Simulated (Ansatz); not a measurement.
# BeTe (F-43m) in Ansatz: a series of runs, part 2 of 2

Ansatz 0.2.0.

**3. Single point, wPBEh, 19.98 Å³/atom (volume scaled by 0.94)**

Input file input.yaml:

```yaml
crystal:
  lattice:
    - [0.0, 2.7134535211, 2.7134535211]
    - [2.7134535211, 0.0, 2.7134535211]
    - [2.7134535211, 2.7134535211, 0.0]
  atoms:
    - { symbol: Te, position: [0.75, 0.75, 0.75] }
    - { symbol: Be, position: [0.0, 0.0, 0.0] }
hamiltonian:
  xc: wpbeh
  pseudopotentials: { kind: paw }
kpoints:
  mp_grid: { grid: [4, 4, 4] }
scf:
  occupations: { method: fermi_dirac, width: 0.05 }
output:
  forces: true
  stress: true
  eigenvalues: true
```

Potentials or basis: Ansatz PAW.

Command:

```console
$ ansatz run input.yaml --threads 2 --pin off --max-ram 5632MiB --backend cpu --events-out ev --progress --plain --runs-dir out
```

Log:

```text
Warning: output.stress: scf.convergence.dr2_threshold = 1e-7 eV (the SCF's general default) is looser than the 2e-10 eV advised for a printed stress (1e-10 eV for each atom of the cell: 2). What an SCF threshold leaves in a stress goes as its square root, and in the free energy as the threshold itself, and one threshold admits the most on a small cell: of the crystals measured, under no hybrid functional and no lock of the moments, on runs that ended without the residual-converged pass, on stresses that held no estimate of that error, the worst erred by over 100 MPa in a component at 1e-7 eV an atom and by under 5 at 1e-10. Set scf.convergence.dr2_threshold to 2e-10 eV or tighter. The threshold is an SCF's pass mark: one that does not reach it within its budget of iterations ends unconverged, or closes short of it on a stop that the run arms, and scf.convergence.dr2_threshold's page says what that costs each kind of run
Warning: output.stress: scf.exx.energy_threshold = 1e-6 eV is looser than the 2e-8 eV advised for a stress under a hybrid functional (1e-8 eV for each atom of the cell: 2). Every SCF of the exchange loop can meet its threshold on dr2 while the loop round them stops early: no threshold on dr2 bounds what that leaves in the stress. Set scf.exx.energy_threshold to 2e-8 eV or tighter. The threshold is the loop's pass mark: a loop that does not reach it within its budget of cycles ends unconverged, and scf.exx.energy_threshold's page has the law
Warning: RAYON_NUM_THREADS=2 ignored (pool sized by the plan → 2); use --threads N
Engine: ansatz 0.2.0, x86_64-unknown-linux-gnu
Pseudopotentials: kind: paw
Pseudopotential: Te, paw, valence charge 16, recommended cutoff 420 eV (normal), Te.paw.azcp
Pseudopotential: Be, paw, valence charge 2, recommended cutoff 420 eV (normal), Be.paw.azcp
[... 80 lines left out ...]
        0.000000       9.654430       0.000000
       -0.000000       0.000000       9.654430
  P = ⅓ Tr σ = 9.6544 GPa (96.544 kbar)
--- Band table (eV; the first three rows and the last of 8) ---
  k-point 0: bands = ["-30.1638", "-30.1638", "-30.1638", "-30.1414", "-30.1414", "-5.7055", "8.6277", "8.6277", "8.6277", "12.9862", "12.9862", "12.9862", "14.3338"]
  k-point 1: bands = ["-30.1618", "-30.1610", "-30.1610", "-30.1408", "-30.1408", "-4.9714", "4.6036", "7.7700", "7.7700", "13.0631", "14.0332", "14.0332", "17.2998"]
  k-point 2: bands = ["-30.1598", "-30.1588", "-30.1588", "-30.1395", "-30.1395", "-3.8496", "1.7149", "7.1890", "7.1890", "12.8764", "14.0466", "14.0466", "17.3604"]
  k-point 7: bands = ["-30.1596", "-30.1581", "-30.1516", "-30.1427", "-30.1385", "-3.0970", "3.0024", "3.9461", "4.5618", "14.7768", "14.9928", "15.5091", "16.3113"]
```

Run time: 7.1 s. Hardware: 2 threads of AMD EPYC 7B13 (Zen 3), shared host; peak memory 0.6 GiB.

Results:

* Free energy: -7074.5617 eV
* Pressure: 9.7 GPa
* Band gap on the k mesh: 2.36 eV, indirect (least direct gap 4.36 eV)

Caveat: the k mesh is coarse (spacing up to 0.50 Å⁻¹), so the values aren't converged; spin-orbit coupling is left out, which moves the levels of the heavy elements; the PAW data sets come from PBE, with cores solved anew for the run's functional, which leaves a small shift of forces and pressure; the thresholds are loose for stress.

**4. Single point, wPBEh, 20.40 Å³/atom (volume scaled by 0.96)**

Changes to input.yaml since step 3:

```diff
@@ -2,5 +2,5 @@
   lattice:
-    - [0.0, 2.7134535211, 2.7134535211]
-    - [2.7134535211, 0.0, 2.7134535211]
-    - [2.7134535211, 2.7134535211, 0.0]
+    - [0.0, 2.7325629784, 2.7325629784]
+    - [2.7325629784, 0.0, 2.7325629784]
+    - [2.7325629784, 2.7325629784, 0.0]
   atoms:
@@ -19 +19,5 @@
   eigenvalues: true
+  write_density: true
+  write_potential: true
+  elf: true
+  volumetric_format: npy
```

Command:

```console
$ ansatz run input.yaml --threads 2 --pin off --max-ram 5632MiB --backend cpu --events-out ev --progress --plain --runs-dir out
```

Run time: 6.8 s. Hardware: 2 threads of AMD EPYC 7B13 (Zen 3), shared host; peak memory 0.64 GiB.

Results (log left out):

| Item | Value |
| --- | --- |
| Free energy | -7074.6077 eV |
| Pressure | 7.7 GPa |
| Band gap on the k mesh | 2.42 eV, indirect (least direct gap 4.38 eV) |

Caveat: the k mesh is coarse (spacing up to 0.50 Å⁻¹), so the values aren't converged; spin-orbit coupling is left out, which moves the levels of the heavy elements; the PAW data sets come from PBE, with cores solved anew for the run's functional, which leaves a small shift of forces and pressure; the thresholds are loose for stress.

**5. Single point, wPBEh, 20.83 Å³/atom (volume scaled by 0.98)**

Input file input.yaml:

```yaml
crystal:
  lattice:
    - [0.0, 2.7514088358, 2.7514088358]
    - [2.7514088358, 0.0, 2.7514088358]
    - [2.7514088358, 2.7514088358, 0.0]
  atoms:
    - { symbol: Te, position: [0.75, 0.75, 0.75] }
    - { symbol: Be, position: [0.0, 0.0, 0.0] }
hamiltonian:
  xc: wpbeh
  pseudopotentials: { kind: paw }
kpoints:
  mp_grid: { grid: [4, 4, 4] }
scf:
  occupations: { method: fermi_dirac, width: 0.05 }
output:
  forces: true
  stress: true
  eigenvalues: true
```

Command:

```console
$ ansatz run input.yaml --threads 2 --pin off --max-ram 5632MiB --backend cpu --events-out ev --progress --plain --runs-dir out
```

Run time: 6.8 s. Hardware: 2 threads of AMD EPYC 7B13 (Zen 3), shared host; peak memory 0.64 GiB.

Results (log left out):

| Property | Result |
| --- | --- |
| Free energy | -7074.6440 eV |
| Pressure | 6.0 GPa |
| Band gap on the k mesh | 2.48 eV, indirect (least direct gap 4.41 eV) |

Caveat: the k mesh is coarse (spacing up to 0.49 Å⁻¹), so the values aren't converged; spin-orbit coupling is left out, which moves the levels of the heavy elements; the PAW data sets come from PBE, with cores solved anew for the run's functional, which leaves a small shift of forces and pressure; the thresholds are loose for stress.

**6. Single point, wPBEh, 21.25 Å³/atom**

Changes to input.yaml since step 5:

```diff
@@ -2,5 +2,5 @@
   lattice:
-    - [0.0, 2.7514088358, 2.7514088358]
-    - [2.7514088358, 0.0, 2.7514088358]
-    - [2.7514088358, 2.7514088358, 0.0]
+    - [0.0, 2.77, 2.77]
+    - [2.77, 0.0, 2.77]
+    - [2.77, 2.77, 0.0]
   atoms:
```

Potentials or basis: Ansatz PAW.

Command:

```console
$ ansatz run input.yaml --threads 2 --pin off --max-ram 5632MiB --backend cpu --events-out ev --progress --plain --runs-dir out
```

Wall time 7.5 s (2 threads of AMD EPYC 7B13 (Zen 3), shared host); peak memory 0.69 GiB.

The run converged. Its results:

```
Free energy            : -7074.6714 eV
Pressure               : 4.4 GPa
Band gap on the k mesh : 2.53 eV, indirect (least direct gap 4.43 eV)
```

Caveat: the k mesh is coarse (spacing up to 0.49 Å⁻¹), so the values aren't converged; spin-orbit coupling is left out, which moves the levels of the heavy elements; the PAW data sets come from PBE, with cores solved anew for the run's functional, which leaves a small shift of forces and pressure; the thresholds are loose for stress.

**7. Single point, wPBEh, 21.68 Å³/atom (volume scaled by 1.02)**

Changes to input.yaml since step 6:

```diff
@@ -2,5 +2,5 @@
   lattice:
-    - [0.0, 2.77, 2.77]
-    - [2.77, 0.0, 2.77]
-    - [2.77, 2.77, 0.0]
+    - [0.0, 2.7883449055, 2.7883449055]
+    - [2.7883449055, 0.0, 2.7883449055]
+    - [2.7883449055, 2.7883449055, 0.0]
   atoms:
```

Command:

```console
$ ansatz run input.yaml --threads 2 --pin off --max-ram 5632MiB --backend cpu --events-out ev --progress --plain --runs-dir out
```

Run time: 7.6 s. Hardware: 2 threads of AMD EPYC 7B13 (Zen 3), shared host; peak memory 0.69 GiB.

Results (log left out):

```yaml
Free_energy: -7074.6907 eV
Pressure: 2.9 GPa
Band_gap_on_the_k_mesh: 2.58 eV, indirect (least direct gap 4.45 eV)
```

Caveat: the k mesh is coarse (spacing up to 0.49 Å⁻¹), so the values aren't converged; spin-orbit coupling is left out, which moves the levels of the heavy elements; the PAW data sets come from PBE, with cores solved anew for the run's functional, which leaves a small shift of forces and pressure; the thresholds are loose for stress.

**8. Single point, wPBEh, 22.10 Å³/atom (volume scaled by 1.04)**

Changes to input.yaml since step 7:

```diff
@@ -2,5 +2,5 @@
   lattice:
-    - [0.0, 2.7883449055, 2.7883449055]
-    - [2.7883449055, 0.0, 2.7883449055]
-    - [2.7883449055, 2.7883449055, 0.0]
+    - [0.0, 2.8064515486, 2.8064515486]
+    - [2.8064515486, 0.0, 2.8064515486]
+    - [2.8064515486, 2.8064515486, 0.0]
   atoms:
```

Command:

```console
$ ansatz run input.yaml --threads 2 --pin off --max-ram 5632MiB --backend cpu --events-out ev --progress --plain --runs-dir out
```

It took 7.5 s on 2 threads of AMD EPYC 7B13 (Zen 3), shared host; peak memory 0.68 GiB.

The run converged. Its results:

| Item | Value |
| --- | --- |
| Free energy | -7074.7026 eV |
| Pressure | 1.6 GPa |
| Band gap on the k mesh | 2.63 eV, indirect (least direct gap 4.46 eV) |

Caveat: the k mesh is coarse (spacing up to 0.48 Å⁻¹), so the values aren't converged; spin-orbit coupling is left out, which moves the levels of the heavy elements; the PAW data sets come from PBE, with cores solved anew for the run's functional, which leaves a small shift of forces and pressure; the thresholds are loose for stress.

**9. Single point, wPBEh, 22.53 Å³/atom (volume scaled by 1.06)**

Changes to input.yaml since step 8:

```diff
@@ -2,5 +2,5 @@
   lattice:
-    - [0.0, 2.8064515486, 2.8064515486]
-    - [2.8064515486, 0.0, 2.8064515486]
-    - [2.8064515486, 2.8064515486, 0.0]
+    - [0.0, 2.8243275181, 2.8243275181]
+    - [2.8243275181, 0.0, 2.8243275181]
+    - [2.8243275181, 2.8243275181, 0.0]
   atoms:
@@ -19 +19,5 @@
   eigenvalues: true
+  write_density: true
+  write_potential: true
+  elf: true
+  volumetric_format: npy
```

Potentials or basis: Ansatz PAW.

Command:

```console
$ ansatz run input.yaml --threads 2 --pin off --max-ram 5632MiB --backend cpu --events-out ev --progress --plain --runs-dir out
```

Wall time 8 s (2 threads of AMD EPYC 7B13 (Zen 3), shared host); peak memory 0.68 GiB.

The run converged. Its results:

```yaml
Free_energy: -7074.7078 eV
Pressure: 0.4 GPa
Band_gap_on_the_k_mesh: 2.67 eV, indirect (least direct gap 4.48 eV)
```

Caveat: the k mesh is coarse (spacing up to 0.48 Å⁻¹), so the values aren't converged; spin-orbit coupling is left out, which moves the levels of the heavy elements; the PAW data sets come from PBE, with cores solved anew for the run's functional, which leaves a small shift of forces and pressure; the thresholds are loose for stress.

**10. Equation of state, wPBEh**

Potentials or basis: Ansatz PAW.

No new run: the results of the series are fitted here.

What came out:

```yaml
Equilibrium_volume: "22.67 Å³/atom (rough: see the caveat)"
Bulk_modulus: 60 GPa (rough)
```

Energy against volume, from the lowest point:
```csv
volume (Å³/atom),energy (meV/atom)
19.979,73.04
20.404,50.01
20.829,31.90
21.254,18.18
21.679,8.54
22.104,2.59
22.529,0.00
```

Caveat: the k mesh is coarse (spacing up to 0.49 Å⁻¹), so the values aren't converged; the minimum lies outside the volumes run. Spin-orbit coupling is left out, which matters for the levels of Te.
